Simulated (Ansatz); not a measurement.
# AlN: the cost of one run

Program: Ansatz 0.2.0. Level of theory: DFT LDA, scalar-relativistic, plane waves, PAW. These are calculated values, not measurements.

## (1) The starting structure

Symmetry: P6_3/mmc, No. 194, hexagonal system. Conventional cell: a = 3.312 Å, b = 3.312 Å, c = 4.188 Å, α = 90.00°, β = 90.00°, γ = 120.00°. Around Al (site symmetry -6m2) lie 5 N at 1.91 to 2.09 Å. N (site symmetry -6m2) is surrounded by 5 Al at 1.91 to 2.09 Å.

Structure file:

```xyz
4
Lattice="3.3121 0.0000 0.0000 -1.6561 2.8684 0.0000 0.0000 0.0000 4.1876" Properties=species:S:1:pos:R:3 pbc="T T T"
Al    0.0000    1.9123    3.1407
Al    1.6561    0.9561    1.0469
N     0.0000    1.9123    1.0469
N     1.6561    0.9561    3.1407
```

Source of the structure: the Materials Project (structure only).

## (2) A first look at the start

File input.yaml:

```yaml
crystal:
  lattice:
    - [3.3121157418, 0.0, 0.0]
    - [-1.6560578709, 2.8683763727, 0.0]
    - [0.0, 0.0, 4.187563]
  atoms:
    - { symbol: Al, position: [0.33333333, 0.66666667, 0.75] }
    - { symbol: Al, position: [0.66666667, 0.33333333, 0.25] }
    - { symbol: "N", position: [0.33333333, 0.66666667, 0.25] }
    - { symbol: "N", position: [0.66666667, 0.33333333, 0.75] }
basis:
  ecutwfc: 300.0
kpoints:
  mp_grid: { grid: [6, 6, 4] }
hamiltonian:
  xc: lda
scf:
  occupations: { method: gaussian, width: 0.1 }
output:
  forces: true
  stress: true
  eigenvalues: true
```

Run with:

```console
ansatz run input.yaml --threads 1 --pin off --max-ram 2560MiB --backend cpu --events-out ev --progress --plain --runs-dir out
```

Q: Estimate wall time and peak memory on 1 thread of Arm Neoverse V1, shared host.

About 1.2 s, with a peak of 0.24 GiB.
